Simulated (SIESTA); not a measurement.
**CoO under changes of volume**

One of the cells (9.770 Å³/atom); the others are scaled copies at fixed shape and fractional positions:

```xyz
2
Lattice="1.5154 0.8749 2.4561 -1.5154 0.8749 2.4561 0.0000 -1.7499 2.4561" Properties=species:S:1:pos:R:3 pbc="T T T"
Co    0.0000    0.0000    0.0000
O     0.0000    0.0000    3.6841
```

The cell is a database's computed one.

* Program: SIESTA 5.4.2
* Functional: PBE
* Potentials or basis: PseudoDojo 0.4 standard (PBE files)
* Basis: DZP (energy shift 0.002 Ry)
* Grid cutoff: 800 Ry
* Energy shift: 0.002 Ry
* k mesh: 11 × 11 × 11
* Occupations: fermi-dirac, width 0.05 eV
* Spin: collinear spin, ferromagnetic start
* Starting moments: [2.0, 0.0] μB

```csv
volume (Å³/atom),energy over the lowest point (meV/atom),pressure (GPa),moment (μB per cell)
9.003,25.08,13.7,2.83
9.195,11.66,9.1,2.89
9.387,?,?,?
9.770,0.00,-2.4,2.99
9.961,4.93,-5.6,2.99
10.153,13.51,-8.4,3.00
```

Q: What does the run at 9.387 Å³/atom give?

A: Energy over the lowest point 3.24 meV/atom; pressure 5.1 GPa; moment 2.94 μB per cell.

Worked out: A Birch-Murnaghan fit of order 3 (a polynomial in V^(-2/3)) to the other rows has its minimum at 9.64 Å³/atom with B0 = V·E''(V) = 182 GPa (rough, since the energies scatter) at fixed shape and positions, which overstates the stiffness. It gives 3.17 meV/atom at 9.387 Å³/atom, against the run's 3.24, and -dE/dV = 5.1 GPa, against 5.1. A parabola through the other rows of the moment, of slope 0.202 μB per Å³/atom there, gives 2.93 μB, against the run's 2.94.

Energies are extrapolated to zero smearing.

Caveats: semicore shells carry a single zeta, which can move pressures by several GPa and volumes by a few percent; the basis of atomic orbitals isn't converged, which shifts pressures, moduli and gaps; a cell with one magnetic atom can't hold antiferromagnetic order, which such compounds often take.
